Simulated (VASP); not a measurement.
Wanted: the native input for a VASP 6.6.1 run.

```yaml
Task: relaxation of cell and atoms
Functional: RPBE
Potentials_or_basis: VASP PAW PBE potentials, release 64 (C)
Cutoff: 600 eV
k_mesh: 12 × 12 × 4
Occupations: fermi-dirac, width 0.05 eV
Spin: no spin polarisation
Further_INCAR_settings: ALGO = Normal; EDIFF = 1e-06; IBRION = 2; EDIFFG = -0.02; NSW = 60; ISIF = 3
```

The structure of C lies in POSCAR:

```
C
1.0
    2.5221000000      0.0000000000      0.0000000000
   -1.2610500000      2.1842026709      0.0000000000
    0.0000000000      0.0000000000      8.2371000000
C
8
Direct
    0.6666666667      0.3333333333      0.8437500000
    0.3333333333      0.6666666667      0.3437500000
    0.6666666667      0.3333333333      0.6562500000
    0.3333333333      0.6666666667      0.1562500000
    0.0000000000      0.0000000000      0.9062500000
    0.0000000000      0.0000000000      0.4062500000
    0.0000000000      0.0000000000      0.5937500000
    0.0000000000      0.0000000000      0.0937500000
```

This is a hexagonal form of diamond, not graphite.

The input as run:

INCAR

```
ALGO = Normal ; EDIFF = 1E-6
EDIFFG = -0.02 ; ENCUT = 600
GGA = RP ; IBRION = 2
ISIF = 3 ; ISMEAR = -1
LASPH = T ; LCHARG = F
LREAL = F ; LWAVE = F
NELM = 100 ; NSW = 60
PREC = Accurate ; SIGMA = 0.05
```

KPOINTS

```
k-points
0
Gamma
  12 12 4
```

Potentials or basis: VASP PAW PBE potentials, release 64 (C).

Command:

```sh
$ cat potpaw_PBE.64/C/POTCAR > POTCAR
$ mpirun -np 1 vasp_std > vasp.out
```

It gave:

```yaml
Relaxed_volume: 5.78 Å³/atom
Relaxed_cell: a = 2.530 Å, b = 2.530 Å, c = 8.341 Å, α = 90.00°, β = 90.00°, γ = 120.00°
Space_group_after_relaxing_to_0.05_Å: P6_3/mmc (No. 194)
Energy_gained_by_relaxing: 5.0 meV/atom
Ionic_steps: 6
Pressure_after_relaxing: 0.0 GPa
Band_gap_on_the_k_mesh: 4.50 eV, indirect (least direct gap 5.26 eV)
```

Caveat: the PAW data sets were made with another functional, which shifts forces and pressure a little.

Run time: 83 s on 1 thread of Intel(R) Xeon(R) 6975P-C (Granite Rapids), on a shared host, peak memory 0.19 GiB.
